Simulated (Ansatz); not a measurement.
# HfO2: a line through an energy map

Aim: follow the energy of HfO₂ (P4_2/mnm, No. 136; 6 atoms in the cell) along one coordinate, shift of Hf1 along [0 0 1], with the other held at shift of Hf1 along [1 1 0] = −0.517 Å.

Program: Ansatz 0.2.0. Level of theory: DFT PBE, scalar-relativistic, plane waves, PAW. These are calculated values, not measurements.

4 further runs of the same task are left out: 4 set aside as unsound or not needed. Runs told in other sessions of the task aren't counted.

### Step 1. The system as given

The structure is tetragonal, space group P4_2/mnm (No. 136). Conventional cell: a = 4.881 Å, b = 4.881 Å, c = 3.238 Å, α = 90.00°, β = 90.00°, γ = 90.00°. Hf (site symmetry mmm) has 6 O at 2.10 to 2.11 Å in its first shell of neighbours. Around O (site symmetry m2m) lie 3 Hf at 2.10 to 2.11 Å.

Coordinates:

```
Hf O
1.0
     4.88129    0.00000    0.00000
     0.00000    4.88129    0.00000
     0.00000    0.00000    3.23803
Hf O
2 4
Direct
  0.00000 0.00000 0.00000
  0.50000 0.50000 0.50000
  0.19484 0.80516 0.50000
  0.30516 0.30516 0.00000
  0.69484 0.69484 0.00000
  0.80516 0.19484 0.50000
```

It goes back to an entry of the Materials Project, which need not be the stable form.

It is the result of an earlier relaxation at this level (volume 12.86 Å³/atom; gap on the mesh: 3.90 eV).

### Step 2. What is varied

Atoms count from 1 in the order of the input.

One atom moved over a plane, all else fixed.

First coordinate, shift of Hf1 along [1 1 0]: 9 values from −0.690 Å. Second coordinate, shift of Hf1 along [0 0 1]: 9 values from −0.690 Å.

Nothing else is relaxed (all other atoms fixed). Energies count from the relaxed crystal. Points are written as (first, second).

### Step 3. Point (−0.517 Å, −0.690 Å)

input.yaml

```yaml
crystal:
  lattice:
    - [4.8812946518, 0.0, 0.0]
    - [0.0, 4.8812946518, 0.0]
    - [0.0, 0.0, 3.238027612]
  atoms:
    - { symbol: Hf, position: [-0.0749653085, -0.0749653085, -0.2130926856] }
    - { symbol: Hf, position: [0.5, 0.5, 0.5] }
    - { symbol: O, position: [0.1948368017, 0.8051631983, 0.5] }
    - { symbol: O, position: [0.3051631983, 0.3051631983, 0.0] }
    - { symbol: O, position: [0.6948368017, 0.6948368017, 0.0] }
    - { symbol: O, position: [0.8051631983, 0.1948368017, 0.5] }
basis:
  ecutwfc: 420
kpoints:
  mp_grid: { grid: [6, 6, 8] }
hamiltonian:
  xc: pbe
  pseudopotentials: { kind: paw, azcp: { folder: soft_1 } }
scf:
  occupations: { method: gaussian, width: 0.05 }
output:
  forces: true
  stress: true
  eigenvalues: true
```

Started as:

```
> ansatz run input.yaml --threads 2 --pin off --max-ram 4096MiB --backend cpu --events-out ev --progress --plain --runs-dir out
```

Further runs follow: the other points of the line.

Before running it: what results should come out? Wanted: for each run, shift of Hf1 along [0 0 1]; energy; slope; pressure; largest force on an atom.

As calculated:

```
shift of Hf1 along [0 0 1] (Å)  step  energy (eV)  slope (eV per Å)  pressure (GPa)  band gap on the k-mesh (eV)  largest force on an atom (eV/Å)
                        −0.690     3          5.5              −8.7            36.8                        2.240                             12.9
                        −0.517     4          4.5              −3.9            28.8                        2.340                             16.4
                        −0.345     5          4.1              −0.8            24.0                        2.366                             20.5
                        −0.172     6          4.1               0.3            21.7                        2.282                             23.3
                         0.000     7          4.1               0.0            21.0                        2.232                             24.3
                         0.172     –          4.1              −0.3            21.7                        2.282                             23.3
                         0.345     –          4.1               0.8            24.0                        2.366                             20.5
                         0.517     –          4.5               3.9            28.8                        2.340                             16.4
                         0.690     –          5.5               8.7            36.8                        2.240                             12.9
```

Energies count from the relaxed crystal. Rows without a step come from runs not printed here or follow by symmetry. Slopes come from the forces (and the stress, where the cell changes), not from differences of energies.

In words: Of the points computed the energy is lowest at −0.172 Å, 4.1 eV from the zero. The line crosses 2 dips, all of one depth. A parabola through the lowest point and its two neighbours puts the minimum at −0.2075 Å, with a curvature of about 1.7 eV per Å². The highest point computed, at −0.690 Å, lies 1.5 eV above the lowest. This is one cut through a surface in two coordinates; the map's lowest point lies off it. The host is rigid and the atom is kept to this plane, so wells and barriers of the map are not those of diffusion. These runs have no spin-orbit coupling; with Hf it would split and shift bands. Where forces pass 15 eV/Å atoms stand far too close, the PAW spheres overlap strongly and those numbers are rough.

These are semilocal Kohn-Sham gaps, which aren't the measured quantity. Such gaps usually fall short of the measured ones.
